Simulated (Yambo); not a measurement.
GaN in Yambo: convergence with bands in self energy

The system is GaN.

```
CELL_PARAMETERS angstrom
0.00000 2.25350 2.25350
2.25350 0.00000 2.25350
2.25350 2.25350 0.00000
ATOMIC_POSITIONS crystal
Ga 0.00000 0.00000 0.00000
N 0.25000 0.25000 0.25000
```

The cell is a database's computed one.

```yaml
Program: Yambo 5.3.0
Task: G0W0 quasiparticle levels
Functional: PBEsol
Potentials_or_basis: PseudoDojo 0.4 SR PBEsol stringent
Cutoff: 1551 eV
Density_cutoff: 6204 eV
k_mesh: 6 × 6 × 6
Occupations: fixed
Spin: no spin polarisation
k_mesh_of_the_self-consistent_run: 10 × 10 × 10
Random_integration_of_the_Coulomb_term: yes
Direction_of_the_field_or_of_q_to_0: x + y + z
Broadening: 0.1 eV
States_corrected: Γ and the k points of the band edges
Frequency_dependence_of_W: plasmon pole
Terminator_of_the_band_sum_in_the_self-energy: none
Quasiparticle_equation: linearised (Newton)
Imaginary_frequency_of_the_plasmon-pole_fit: 27.2114 eV
Bands_in_the_response: 163
Bands_in_the_self-energy: 33
Cutoff_of_the_response_matrix: 18 Ry
Cutoff_of_exchange_and_Vxc: 114 Ry
Bands_corrected_first_last: "[13, 15]"
```

These are the settings of the first run; the series varies bands in self energy, with any setting tied to it.

```tsv
bands in self energy	quasiparticle gap at the points computed (eV)
33	2.533
53	2.601
93	2.672
163	2.722
```

Against the tightest run, the quasiparticle gap at the points computed stays within 0.05 eV from 93 on. The tightest run that finished is the yardstick and may itself not be fully converged.

Caveat, for the tightest run too: this version prints the column dSc/dw multiplied by 27.2.
